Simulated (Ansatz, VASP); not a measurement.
**Ta in VASP and in Ansatz**

The input INCAR:

```
ALGO = Normal
EDIFF = 1E-7
ENCUT = 520
GGA = PS
ISIF = 2
ISMEAR = 0
LASPH = True
LCHARG = False
LREAL = False
LWAVE = False
NBANDS = 18
NELM = 100
PREC = Accurate
SIGMA = 0.1
```

Contents of KPOINTS:

```
k-points
0
Gamma
  12 12 6
```

POSCAR

```
Ta
1.0
    2.9003720700      0.0000000000      0.0000000000
   -1.4501860400      2.5117959000      0.0000000000
    0.0000000000      0.0000000000      5.1662740000
Ta
2
Direct
    0.6666666667      0.3333333333      0.7500000000
    0.3333333333      0.6666666667      0.2500000000
```

Input for Ansatz:

```yaml
crystal:
  lattice:
    - [2.90037207, 0.0, 0.0]
    - [-1.45018604, 2.5117959, 0.0]
    - [0.0, 0.0, 5.166274]
  atoms:
    - { symbol: Ta, position: [0.6666666666666666, 0.3333333333333333, 0.75] }
    - { symbol: Ta, position: [0.3333333333333333, 0.6666666666666666, 0.25] }
kpoints:
  mp_grid:
    grid: [12, 12, 6]
hamiltonian:
  xc: pbesol
  pseudopotentials:
    kind: paw
scf:
  occupations:
    method: gaussian
    width: 0.1
output:
  forces: true
  stress: true
  eigenvalues: true
```

This isn't the form of Ta at room conditions, which is bcc.

Alike in both runs: task single point; functional PBEsol; k mesh 12 × 12 × 6; occupations gaussian, width 0.1 eV; no spin polarisation.

|  | VASP | Ansatz |
| --- | --- | --- |
| version | VASP 6.6.1 | Ansatz 0.2.0 |
| potentials or method | VASP PAW PBE potentials, release 64 (Ta_pv) | plane waves, PAW |
| plane-wave cutoff (eV) | 520 | 420 |
| valence electrons in the cell | 22 | 26 |

|  | VASP | Ansatz | Ansatz less VASP |
| --- | --- | --- | --- |
| gap on the k mesh at the Fermi level (eV) | none | none | - |
| pressure (GPa) | -7.3 | -7.4 | -0.08 |
| largest component of the traceless stress (GPa) | 0.65 | 0.65 | 0.000 |

A gap of «none» marks a metal or a gap that the smearing closes. The two sets of potentials don't hold the same shells in valence.

Caveats: the PAW data sets were made with another functional, which shifts forces and pressure a little (VASP). Spin-orbit coupling is left out, which matters for the levels of Ta.
